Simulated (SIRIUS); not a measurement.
Set up this calculation in SIRIUS 7.12.0, as the native input.

```
Task                                        : single point
Functional                                  : revPBE
Potentials or basis                         : PseudoDojo 0.4.1 PBE standard (scalar relativistic)
Cutoff                                      : 1307 eV
Density cutoff                              : 5227 eV
k mesh                                      : 5 × 5 × 5
Occupations                                 : fermi-dirac, width 0.05 eV
Spin                                        : collinear spin, ferromagnetic start
Starting moments                            : [2.0, 1.0] μB
Libxc names                                 : ["XC_GGA_X_PBE_R", "XC_GGA_C_PBE"]
Energy tol                                  : 1e-08 Ha
Density tol                                 : 1e-06
Mixer                                       : anderson
Mixing beta                                 : 0.5
Max scf                                     : 100
Radial cutoff for the potentials' integrals : 6.5 bohr
```

TiCo:

```
Co Ti
1.0
     2.98611    0.00000    0.00000
     0.00000    2.98611    0.00000
     0.00000    0.00000    2.98611
Co Ti
1 1
Direct
  0.50000 0.50000 0.50000
  0.00000 0.00000 0.00000
```

The cell comes from a database or a generator and needn't be the stable form of this composition.

The input as run:

sirius.json

```json
{
  "control": {
    "processing_unit": "cpu",
    "verbosity": 2,
    "num_bands_to_print": 23,
    "print_forces": true,
    "print_stress": true
  },
  "parameters": {
    "electronic_structure_method": "pseudopotential",
    "xc_functionals": ["XC_GGA_X_PBE_R", "XC_GGA_C_PBE"],
    "gk_cutoff": 9.8,
    "pw_cutoff": 19.6,
    "ngridk": [5, 5, 5],
    "shiftk": [0, 0, 0],
    "smearing": "fermi_dirac",
    "smearing_width": 0.0018374661,
    "num_bands": 23,
    "num_mag_dims": 1,
    "num_dft_iter": 100,
    "energy_tol": 1e-08,
    "density_tol": 1e-06
  },
  "iterative_solver": {
    "type": "davidson",
    "min_tolerance": 1e-10
  },
  "mixer": {
    "type": "anderson",
    "beta": 0.5,
    "max_history": 8
  },
  "settings": {
    "tol_ne": 1e-10,
    "pseudo_grid_cutoff": 6.5,
    "smooth_initial_mag": true
  },
  "unit_cell": {
    "lattice_vectors": [
      [5.642931948835, 0.0, 0.0],
      [0.0, 5.642931948835, 0.0],
      [0.0, 0.0, 5.642931948835]
    ],
    "atom_coordinate_units": "lattice",
    "atom_types": ["Co", "Ti"],
    "atom_files": {
      "Ti": "Ti.json",
      "Co": "Co.json"
    },
    "atoms": {
      "Co": [
        [0.5, 0.5, 0.5, 0.0, 0.0, 2.0]
      ],
      "Ti": [
        [0.0, 0.0, 0.0, 0.0, 0.0, 1.0]
      ]
    }
  }
}
```

Potentials or basis: PseudoDojo 0.4.1 PBE standard (scalar relativistic).

Run with:

```bash
$ upf_to_json Ti.upf
$ upf_to_json Co.upf
$ OMP_NUM_THREADS=1 sirius.scf --input=sirius.json --output=out.json --task=0
```

It gave:

* Pressure: 3.7 GPa
* Band gap on the k mesh: none (metal or under the smearing width)
* Net moment: 0.90 μB per cell
* Absolute moment: 1.22 μB per cell

Caveat: the k mesh is coarse (spacing up to 0.42 Å⁻¹), so the values aren't converged; the potentials were made for another functional, which shifts forces and pressure.

Wall time 22 s on 1 thread of Intel(R) Xeon(R) 6975P-C (Granite Rapids), with other jobs on the host, peak memory 0.2 GiB.
